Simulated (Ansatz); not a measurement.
Molecular dynamics on a 1×1×1 supercell (3 atoms) of PtSe2 (CdCl2 type), relaxed with r2SCAN+rVV10. Forces come from PBE in the PAW code Ansatz: a Langevin thermostat at fixed volume, 300 K, steps of 1.5 fs. Computed, non-magnetic; the trajectory is short and the cell small, so nothing here is a converged average. The structure comes from a prototype and may be hypothetical.

```yaml
crystal:
  lattice:
    - [1.84570169, 1.0656163676, 5.7607123032]
    - [-1.84570169, 1.0656163676, 5.7607123032]
    - [0.0, -2.1312327351, 5.7607123032]
  atoms:
    - { symbol: Pt, position: [0.0, 0.0, 0.0] }
    - { symbol: Se, position: [0.2567812147, 0.2567812147, 0.2567812147] }
    - { symbol: Se, position: [0.7432187853, 0.7432187853, 0.7432187853] }
kpoints:
  mp_grid: { grid: [4, 4, 4] }
hamiltonian:
  xc: pbe
scf:
  occupations: { method: fermi_dirac, width: 0.026 }
md:
  ensemble: nvt_langevin
  temperature: 300
  timestep: 1.5
  n_steps: 30
  initial_velocities: maxwell_boltzmann
  seed: 9922
```

Command: `ansatz run input.yaml --threads 4 --pin off --max-ram 3686MiB --backend cpu --events-out ev --progress --plain --runs-dir out`. Wall time 82 s on 4 threads of Intel(R) Xeon(R) Processor @ 2.50GHz (Skylake/Cascade Lake), on a shared host, load about 0.9 per core; peak host memory 0.44 GiB.

Question: How do temperature and energy develop?

Answer: The temperature starts at 200 K, is lowest at step 19 (39 K, 28.5 fs) and ends at 179 K. The thermostat hasn't had time to restore it. The atoms start on their lattice sites with kinetic energy alone, so much of it first passes into potential energy. The first value is 2/3 of the setting, since velocities are drawn without the motion of the centre of mass and T is counted over all atoms. By the last step the atoms have moved 0.05 Å in the root mean square, the drift of the whole cell taken out, 0.07 Å at most.

| step | t (fs) | T (K) | free energy F from step 0 (meV/atom) | kinetic energy (meV/atom) | largest force (eV/Å) |
| --- | --- | --- | --- | --- | --- |
| 0 | 0 | 200 | 0.0 | 25.9 | 0.16 |
| 1 | 1.5 | 181 | 0.0 | 23.4 | 0.18 |
| 2 | 3 | 159 | 0.2 | 20.6 | 0.20 |
| 3 | 4.5 | 134 | 0.5 | 17.3 | 0.23 |
| 4 | 6 | 134 | 0.9 | 17.4 | 0.25 |
| 5 | 7.5 | 122 | 1.3 | 15.8 | 0.29 |
| 6 | 9 | 108 | 1.8 | 13.9 | 0.34 |
| 7 | 10.5 | 100 | 2.4 | 12.9 | 0.38 |
| 8 | 12 | 144 | 3.0 | 18.6 | 0.42 |
| 9 | 13.5 | 142 | 3.8 | 18.4 | 0.46 |
| 10 | 15 | 166 | 4.6 | 21.4 | 0.51 |
| 11 | 16.5 | 155 | 5.6 | 20.0 | 0.56 |
| 12 | 18 | 136 | 6.5 | 17.6 | 0.61 |
| 13 | 19.5 | 113 | 7.5 | 14.6 | 0.64 |
| 14 | 21 | 171 | 8.5 | 22.0 | 0.68 |
| 15 | 22.5 | 131 | 9.6 | 17.0 | 0.72 |
| 16 | 24 | 94 | 10.5 | 12.2 | 0.75 |
| 17 | 25.5 | 83 | 11.1 | 10.7 | 0.76 |
| 18 | 27 | 75 | 11.5 | 9.7 | 0.77 |
| 19 | 28.5 | 39 | 11.8 | 5.1 | 0.77 |
| 20 | 30 | 53 | 12.1 | 6.8 | 0.78 |
| 21 | 31.5 | 44 | 12.5 | 5.7 | 0.80 |
| 22 | 33 | 43 | 12.8 | 5.6 | 0.81 |
| 23 | 34.5 | 79 | 13.1 | 10.1 | 0.81 |
| 24 | 36 | 113 | 13.3 | 14.7 | 0.81 |
| 25 | 37.5 | 117 | 13.5 | 15.2 | 0.80 |
| 26 | 39 | 117 | 13.6 | 15.2 | 0.79 |
| 27 | 40.5 | 117 | 13.6 | 15.2 | 0.79 |
| 28 | 42 | 182 | 13.6 | 23.5 | 0.78 |
| 29 | 43.5 | 165 | 13.4 | 21.3 | 0.78 |
| 30 | 45 | 179 | 13.2 | 23.2 | 0.77 |

Positions (Å) and forces (eV/Å) at step 30:
```
Pt   0.034   0.000  -0.002    -0.601  -0.083   0.469
Se   0.027   0.031   4.450     0.033  -0.265  -0.191
Se  -0.039  -0.044  12.899     0.568   0.348  -0.277
```
